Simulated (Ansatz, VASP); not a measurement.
## NaI: VASP beside Ansatz

```xyz
2
Lattice="0.0000 3.2964 3.2964 3.2964 0.0000 3.2964 3.2964 3.2964 0.0000" Properties=species:S:1:pos:R:3 pbc="T T T"
Na    0.0000    0.0000    0.0000
I     3.2964    3.2964    3.2964
```

Alike in both runs: task single point; functional PBE; k mesh 6 × 6 × 6; occupations gaussian, width 0.02 eV; no spin polarisation.

```csv
,VASP,Ansatz
version,VASP 6.6.1,Ansatz 0.2.0
potentials or method,"VASP PAW PBE potentials, release 64 (Na_pv, I)","scalar-relativistic, plane waves, PAW"
plane-wave cutoff (eV),520,420
valence electrons in the cell,14,26
```

```tsv
	VASP	Ansatz	Ansatz less VASP
gap on the k mesh at the Fermi level (eV)	3.50	3.50	+0.003
least direct gap on the mesh (eV)	3.50	3.50	+0.003
pressure (GPa)	-0.4	-0.4	-0.01
```

The two sets of potentials don't hold the same shells in valence.

Caveats: spin-orbit coupling is left out, which moves the levels of the heavy elements. As with any semilocal functional, this PBE gap is likely too small.
